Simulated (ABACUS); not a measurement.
Lu in ABACUS: the effect of functional

The system is Lu.

```
CELL_PARAMETERS angstrom
3.43159 0.00000 0.00000
-1.71579 2.97184 0.00000
0.00000 0.00000 5.43758
ATOMIC_POSITIONS crystal
Lu 0.66667 0.33333 0.75000
Lu 0.33333 0.66667 0.25000
```

The cell isn't the ideal one: volume scaled by 0.94.

Alike in all runs:

| Quantity | Value |
| --- | --- |
| Program | ABACUS 3.10.1 |
| Task | equation of state |
| Potentials or basis | PseudoDojo NC SR 0.4.1 PBE standard |
| Cutoff | 1361 eV |
| Density cutoff | 5442 eV |
| Basis | plane waves |
| k mesh | 6 × 6 × 4 |
| Occupations | fermi-dirac, width 0.05 eV |
| Spin | no spin polarisation |

```csv
functional,pressure (GPa)
LDA,-4.2
PBE,?
PBEsol,-0.7
PW91,1.8
BLYP,3.3
```

What does the run with functional PBE give?

Pressure 2.4 GPa.

Caveats: the potentials were made for another functional, which shifts forces and pressure (some runs).
